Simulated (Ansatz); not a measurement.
The calculation used DFT PBE, scalar-relativistic, plane waves, PAW in Ansatz 0.2.0. Settings: cutoff 420 eV, Γ-centred meshes spaced at most about 0.3 Å⁻¹, and about 0.25 Å⁻¹ or finer for metals (2π included), Gaussian smearing. No spin polarisation in the final relaxations.

Temperature and zero-point effects are left out.

Two relaxed structures of Al2Cu:

A.

```
Al Cu
1.0
     4.82953    0.00000    0.00000
    -2.41476    4.18249    0.00000
     0.00000    0.00000    4.38808
Al Cu
4 2
Direct
  0.00000 0.00000 0.00000
  0.00000 0.34634 0.50000
  0.65366 0.65366 0.50000
  0.34634 0.00000 0.50000
  0.66667 0.33333 0.00000
  0.33333 0.66667 0.00000
```

B.

```
Al Cu
1.0
     4.14095   -2.33825    0.00000
     4.14095    2.33825    0.00000
     0.00000    0.00000    4.57452
Al Cu
4 2
Direct
  0.97375 0.34846 0.75000
  0.65154 0.02625 0.75000
  0.34846 0.97375 0.25000
  0.02625 0.65154 0.25000
  0.32496 0.67504 0.75000
  0.67504 0.32496 0.25000
```

Question: Which arrangement of the elements on these sites is preferred, and by what margin?

Answer: B is lower, by 14 meV/atom. The two share one framework of sites and differ in which element sits where. A has Al and Cu ordered on hcp sites, space group P-62m (No. 189), 14.8 Å³/atom and no gap on its mesh; B has Al and Cu ordered on hcp sites, space group Cmcm (No. 63), 14.8 Å³/atom and no gap. Counting all near atoms (those within 1.25 times the shortest distance at each site), A and B both have Al 12, Cu 12. Both come from invented guesses. A third cell relaxed alike, in P-6m2, lies 24 meV/atom below the lower of the two. The part of the Crystallography Open Database at hand lists Al2Cu in space group No. 140, which no cell shown has.

For metals, differences of a few meV/atom aren't resolved. Cells relaxed within their symmetry can be saddle points.
